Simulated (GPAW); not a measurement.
# Cr (Im-3m) in GPAW: settings compared, part 2 of 2

GPAW 26.7.0.

**4. Band structure, r2SCAN, collinear spin, ferromagnetic start**

Input file run.py:

```python
from ase import Atoms
from ase.dft.bandgap import bandgap
from ase.io import write
from ase.units import GPa
from gpaw import GPAW, PW

atoms = Atoms(['Cr'],
              cell=[[-1.4844496776, 1.4844496776, 1.4844496776],
                    [1.4844496776, -1.4844496776, 1.4844496776],
                    [1.4844496776, 1.4844496776, -1.4844496776]],
              scaled_positions=[[0.0, 0.0, 0.0]],
              pbc=True)
atoms.set_initial_magnetic_moments([3.0])

calc = GPAW(mode=PW(600),
            xc='MGGA_X_R2SCAN+MGGA_C_R2SCAN',
            kpts={'size': (10, 10, 10), 'gamma': True},
            occupations={'name': 'fermi-dirac', 'width': 0.05},
            nbands=11,
            convergence={'density': 1e-05, 'energy': 1e-05},
            maxiter=150,
            txt='gpaw.txt')
atoms.calc = calc
energy = atoms.get_potential_energy()
forces = atoms.get_forces()
stress = atoms.get_stress()
calc.write('gs.gpw')
write('result.traj', atoms)
print(f'Energy: {energy:.6f} eV')
print('Forces (eV/A):')
print(forces.round(4))
print('Stress (GPa):', (stress / GPa).round(3))
print('Moments:', calc.get_magnetic_moments().round(3))
print('Fermi level:', round(calc.get_fermi_level(), 4), 'eV')
print(f'Gap: {bandgap(calc)[0]:.4f} eV, direct: {bandgap(calc, direct=True)[0]:.4f} eV')

path = atoms.cell.bandpath('GHNGPH,PN', npoints=80, eps=1e-4)
bs_calc = calc.fixed_density(kpts=path, symmetry='off', nbands=18,
                             convergence={'bands': 'CBM+6.0', 'eigenstates': 1e-6}, txt='bands.txt')
bs = bs_calc.band_structure()
bs.write('bs.json')
print(f'Gap on the path: {bandgap(bs_calc)[0]:.4f} eV')
```

Potentials or basis: GPAW PAW data sets (gpaw-data 1.2.1), pw.

Command:

```console
$ OMP_NUM_THREADS=1 python run.py
```

gpaw.txt:

```text
__  _  _
 | _ |_)|_||  |
 |__||  | ||/\| - 26.7.0

Input parameters:
  mode=PW(ecut=600.0),
  convergence={'density': 1e-05, 'energy': 1e-05},
  kpts=MonkhorstPack(size=(10, 10, 10), gamma=True),
  maxiter=150,
  nbands=11,
  occupations=Occupations(name='fermi-dirac', width=0.05),
  xc=XC(name='MGGA_X_R2SCAN+MGGA_C_R2SCAN')

Diagonalizing LCAO Hamiltonian
Converting LCAO to pw mode

       Cr

Atoms  # Å, Bohr magnetons
|   | symbol |        x |        y |        z |    initial magnetic moments |
|---|--------|----------|----------|----------|-----------------------------|
| 0 |     Cr | 0.000000 | 0.000000 | 0.000000 | ( 0.0000,  0.0000,  3.0000) |

Unit cell  # Å
| periodic |         x |         y |         z |  lengths |     angles |
|----------|-----------|-----------|-----------|----------|------------|
|      yes | -1.484450 |  1.484450 |  1.484450 | 2.571142 | 109.471221 |
|      yes |  1.484450 | -1.484450 |  1.484450 | 2.571142 | 109.471221 |
|      yes |  1.484450 |  1.484450 | -1.484450 | 2.571142 | 109.471221 |

Number of symmetries: 48
Symmetry operations  # r_c * U_cc + t_c -> r_c
|    | kind |            matrix            |
|----|------|------------------------------|
|  0 |  σ   |  1, 1, 1,  0, 0,-1,  0,-1, 0 |
|  1 |  C4  |  1, 1, 1,  0, 0,-1, -1, 0, 0 |
|  2 |  C2  |  1, 1, 1,  0,-1, 0,  0, 0,-1 |
|  3 |  S6  |  1, 1, 1,  0,-1, 0, -1, 0, 0 |
|  4 |  S6  |  1, 1, 1, -1, 0, 0,  0, 0,-1 |
|  5 |  C4  |  1, 1, 1, -1, 0, 0,  0,-1, 0 |
[... 169 lines left out ...]
|iter:  17| |  -13.898880c| -5.99 | -3.50 |  +0.0024|
|iter:  18| |  -13.898882c| -6.30 | -3.99 |  +0.0007|
|iter:  19| |  -13.898882c| -7.13 | -4.45 |  +0.0002|
|iter:  20| |  -13.898882c| -7.82c| -4.88 |  +0.0000|
|iter:  21| |  -13.898882c| -8.17c| -5.44c|  -0.0000|

Converged in 21 steps
Energy contributions relative to reference atoms: (reference = -28582.377450)

Energy contributions:
  Kinetic:         -27.554733
  Coulomb:          19.594508
  Zero:              0.169916
  External:          0.000000
  Xc:               -6.104922
  Entropy:          -0.007302
  Spinorbit:         0.000000
  ----------------------------
  Free energy:     -13.902533
  Extrapolated:    -13.898882

dipole moment: (-3.677725, -3.677725, -3.677725)  # |e|*Ang

Total magnetic moment: (0.000000, 0.000000, -0.000049)

Local magnetic moments
|        x |        y |         z |
|----------|----------|-----------|
| 0.000000 | 0.000000 | -0.000044 |  # Cr   0

Fermi level: 9.435
Eigenvalues  # (at kpt = [0.000, 0.000, 0.000])
| band index |      eig [eV] | occ [0-1] |      eig [eV] | occ [0-1] |
|------------|---------------|-----------|---------------|-----------|
|          0 |         1.660 |     1.000 |         1.660 |     1.000 |
|          1 |         8.576 |     1.000 |         8.576 |     1.000 |
|          2 |         8.576 |     1.000 |         8.576 |     1.000 |
|          3 |         8.576 |     1.000 |         8.576 |     1.000 |
|          4 |        10.604 |     0.000 |        10.604 |     0.000 |
|          5 |        10.604 |     0.000 |        10.604 |     0.000 |
|          6 |        19.027 |     0.000 |        19.027 |     0.000 |
|          7 |        19.027 |     0.000 |        19.028 |     0.000 |
|          8 |        19.027 |     0.000 |        19.028 |     0.000 |
|          9 |        27.343 |     0.000 |        27.343 |     0.000 |
|         10 |        32.372 |     0.000 |        32.372 |     0.000 |

No gap
No difference between direct/indirect transitions

Forces  # eV/Ang
|       x |        y |        z |
|---------|----------|----------|
| 0.00000 | -0.00000 | -0.00000 |  # Cr   0

Stress tensor  # eV/Ang^3
|         x |        y |         z |
|-----------|----------|-----------|
|  0.184169 | 0.000000 | -0.000000 |
|  0.000000 | 0.184169 |  0.000000 |
| -0.000000 | 0.000000 |  0.184169 |

# Writing to gs.gpw (mode='')
```

stdout:

```text
Energy: -13.898882 eV
Forces (eV/A):
[[ 0. -0. -0.]]
Stress (GPa): [29.507 29.507 29.507  0.    -0.     0.   ]
Moments: [-0.]
Fermi level: 9.435 eV
Gap: 0.0000 eV, direct: 0.0000 eV
Gap on the path: 0.0000 eV
```

bands.txt:

```text
Diagonalizing LCAO Hamiltonian
Converting LCAO to pw mode
convergence criteria:
- Maximum integral of absolute [eigenst]ate change: 1e-06 eV^2 / valence electron
maximum number of iterations: 150

SCF iterations
|iter     | |      energy | eigst |  dens |  magmom |
|---------|-|-------------|-------|-------|---------|
|iter:   1| |             | -0.08 |       |  -0.0000|
[... 85 lines left out ...]
         [ 0.16666667,  0.16666667,  0.33333333],
         [ 0.13888889,  0.13888889,  0.36111111],
         [ 0.11111111,  0.11111111,  0.38888889],
         [ 0.08333333,  0.08333333,  0.41666667],
         [ 0.05555556,  0.05555556,  0.44444444],
         [ 0.02777778,  0.02777778,  0.47222222],
         [ 0.        ,  0.        ,  0.5       ]])),
  maxiter=150,
  nbands=18,
  occupations=Occupations(name='fermi-dirac', width=0.05),
  symmetry=Symmetry(point_group=False, time_reversal=False),
  xc=XC(name='MGGA_X_R2SCAN+MGGA_C_R2SCAN')
```

Wall time 78 s (1 thread of Arm Neoverse V1, shared host); peak memory 0.24 GiB.

Results:

- Free energy: -13.9025 eV
- Pressure: -29.5 GPa
- Band gap along the path: none (metal or under the smearing width)
- Net moment: 0.00 μB per cell

Levels at the corners of the path, in eV from the Fermi level:
Spin up:
| point | band 1 | band 2 | band 3 | band 4 | band 5 | band 6 |
| --- | --- | --- | --- | --- | --- | --- |
| Γ | -7.78 | -0.86 | -0.86 | -0.86 | 1.17 | 1.17 |
| H | -3.59 | -3.59 | 2.00 | 2.00 | 2.00 | 8.67 |
| N | -3.96 | -2.18 | 0.80 | 1.07 | 1.43 | 2.33 |
| Γ | -7.78 | -0.86 | -0.86 | -0.86 | 1.17 | 1.17 |
| P | -2.17 | -2.17 | -2.17 | 1.49 | 1.49 | 8.70 |
| H | -3.59 | -3.59 | 2.00 | 2.00 | 2.00 | 8.67 |
| P | -2.17 | -2.17 | -2.17 | 1.49 | 1.49 | 8.70 |
| N | -3.96 | -2.18 | 0.80 | 1.07 | 1.43 | 2.33 |
Spin down:
| point | band 1 | band 2 | band 3 | band 4 | band 5 | band 6 |
| --- | --- | --- | --- | --- | --- | --- |
| Γ | -7.78 | -0.86 | -0.86 | -0.86 | 1.17 | 1.17 |
| H | -3.59 | -3.59 | 2.00 | 2.00 | 2.00 | 8.67 |
| N | -3.96 | -2.18 | 0.80 | 1.07 | 1.43 | 2.33 |
| Γ | -7.78 | -0.86 | -0.86 | -0.86 | 1.17 | 1.17 |
| P | -2.17 | -2.17 | -2.17 | 1.48 | 1.48 | 8.70 |
| H | -3.59 | -3.59 | 2.00 | 2.00 | 2.00 | 8.67 |
| P | -2.17 | -2.17 | -2.17 | 1.48 | 1.48 | 8.70 |
| N | -3.96 | -2.18 | 0.80 | 1.07 | 1.43 | 2.33 |

Caveat: the starting moments collapsed, and a magnetic state may lie lower; a pressure of tens of GPa on the cell as given is suspect, and the run, the potentials or the cell itself is likely at fault; the PAW data sets were made with another functional, which shifts forces and pressure a little.

**5. Equation of state, OLYP, collinear spin, ferromagnetic start**

Input file run.py:

```python
from ase import Atoms
from ase.eos import EquationOfState
from ase.io import Trajectory
from ase.units import GPa
from gpaw import GPAW, PW, setup_paths

setup_paths.insert(0, '.')

atoms = Atoms(['Cr'],
              cell=[[-1.4844496776, 1.4844496776, 1.4844496776],
                    [1.4844496776, -1.4844496776, 1.4844496776],
                    [1.4844496776, 1.4844496776, -1.4844496776]],
              scaled_positions=[[0.0, 0.0, 0.0]],
              pbc=True)
atoms.set_initial_magnetic_moments([3.0])

traj = Trajectory('eos.traj', 'w')
volumes, energies = [], []
for x in [0.94, 0.96, 0.98, 1.0, 1.02, 1.04, 1.06]:
    a = atoms.copy()
    a.set_cell(atoms.cell * x**(1 / 3), scale_atoms=True)
    calc = GPAW(mode=PW(600),
                xc='GGA_X_OPTX+GGA_C_LYP',
                kpts={'size': (10, 10, 10), 'gamma': True},
                occupations={'name': 'fermi-dirac', 'width': 0.05},
                nbands=11,
                convergence={'density': 1e-05, 'energy': 1e-05},
                eigensolver='davidson',
                maxiter=150,
                txt=f'eos-{x:.2f}.txt')
    a.calc = calc
    energies.append(a.get_potential_energy(force_consistent=True))
    volumes.append(a.get_volume())
    p = -a.get_stress()[:3].mean() / GPa
    calc.write(f'eos-{x:.2f}.gpw')
    traj.write(a)
    print(f'{x:.2f} {volumes[-1]:10.4f} A^3 {energies[-1]:14.6f} eV {p:9.3f} GPa', flush=True)

v0, e0, B = EquationOfState(volumes, energies, eos='birchmurnaghan').fit()
print(f'V0 = {v0:.4f} A^3, E0 = {e0:.6f} eV, B0 = {B / GPa:.2f} GPa')
```

Potentials or basis: PAW data sets generated in the run's folder for this functional, pw.

Command:

```console
$ gpaw-setup -f GGA_X_OPTX+GGA_C_LYP Cr
$ OMP_NUM_THREADS=1 python run.py
```

Wall time 87 s (1 thread of Arm Neoverse V1, shared host); peak memory 0.17 GiB.

Results (log left out):

```
Equilibrium volume : 11.44 Å³/atom (rough: see the caveat)
Bulk modulus       : 246 GPa (rough)
```

Energy against volume, from the lowest point:
| volume (Å³/atom) | energy (meV/atom) |
| --- | --- |
| 12.299 | 0.00 |
| 12.561 | 27.78 |
| 12.823 | 60.96 |
| 13.084 | 98.86 |
| 13.346 | 140.99 |
| 13.608 | 186.87 |
| 13.870 | 235.90 |

Caveat: the minimum lies outside the volumes run.
